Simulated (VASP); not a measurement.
# GaN: relaxed cell and band gap, by functional

GaN, F-43m (no. 216), 2 atoms in the cell.

| Functional | Volume (Å³/atom) | Change from the starting volume (fraction) | Gap, path and mesh (eV) | Time (s) |
|---|---|---|---|---|
| gradient term of PBE correlation (AGGAC) = 0.0 | 12.48 | 0.090 | 1.34 | 49 |
| gradient term of PBE correlation (AGGAC) = 0.5 | 12.10 | 0.058 | 1.46 | 48 |
| gradient term of PBE correlation (AGGAC) = 1.0 | 11.76 | 0.028 | 1.55 | 41 |

## Input of the first row

INCAR.step1:
```
AGGAC = 0.0
ALGO = Normal
EDIFF = 1E-7
EDIFFG = -0.005
ENCUT = 600
GGA = PE
GGA_COMPAT = False
IBRION = 2
ISIF = 3
ISMEAR = 0
LASPH = True
LCHARG = False
LREAL = False
LWAVE = False
NELM = 150
NSW = 60
PREC = Accurate
SIGMA = 0.02
```

INCAR.step2, as INCAR.step1 but for:
```
- NSW = 60
+ NSW = 40
```

INCAR.step3, as INCAR.step2 but for:
```
- EDIFFG = -0.005
- IBRION = 2
- ISIF = 3
- NSW = 40
+ ISIF = 2
+ NBANDS = 16
```

KPOINTS:
```
k-points
0
Gamma
  8 8 8
```

KPOINTS_OPT:
```
path GXWKGLUWLK,UX
8
line-mode
reciprocal
 0.0000000000  0.0000000000  0.0000000000  G
 0.5000000000  0.0000000000  0.5000000000  X

 0.5000000000  0.0000000000  0.5000000000  X
 0.5000000000  0.2500000000  0.7500000000  W

 0.5000000000  0.2500000000  0.7500000000  W
 0.3750000000  0.3750000000  0.7500000000  K

 0.3750000000  0.3750000000  0.7500000000  K
 0.0000000000  0.0000000000  0.0000000000  G

 0.0000000000  0.0000000000  0.0000000000  G
 0.5000000000  0.5000000000  0.5000000000  L

 0.5000000000  0.5000000000  0.5000000000  L
 0.6250000000  0.2500000000  0.6250000000  U

 0.6250000000  0.2500000000  0.6250000000  U
 0.5000000000  0.2500000000  0.7500000000  W

 0.5000000000  0.2500000000  0.7500000000  W
 0.5000000000  0.5000000000  0.5000000000  L

 0.5000000000  0.5000000000  0.5000000000  L
 0.3750000000  0.3750000000  0.7500000000  K

 0.6250000000  0.2500000000  0.6250000000  U
 0.5000000000  0.0000000000  0.5000000000  X
```

POSCAR.step1:
```
GaN
1.0
    0.0000000000      2.2535006075      2.2535006075
    2.2535006075      0.0000000000      2.2535006075
    2.2535006075      2.2535006075      0.0000000000
Ga N
1 1
Direct
    0.0000000000      0.0000000000      0.0000000000
    0.2500000000      0.2500000000      0.2500000000
```

Commands (each step's output is kept before the next begins):
```
cat potpaw_PBE.64/Ga_d/POTCAR potpaw_PBE.64/N/POTCAR > POTCAR
cp INCAR.step1 INCAR
cp POSCAR.step1 POSCAR
mpirun -np 1 vasp_std > vasp.out
cp CONTCAR POSCAR
rm WAVECAR CHG
cp INCAR.step2 INCAR
mpirun -np 1 vasp_std > vasp.out
cp CONTCAR POSCAR
rm WAVECAR CHG
cp INCAR.step3 INCAR
mpirun -np 1 vasp_std > vasp.out
```

Changes of the last row against the first:
```
(all steps)
- AGGAC = 0.0
+ AGGAC = 1.0
```

VASP 6.6.1 took 49 s on 1 core (Intel Xeon 6975P-C (Granite Rapids)), a shared host.
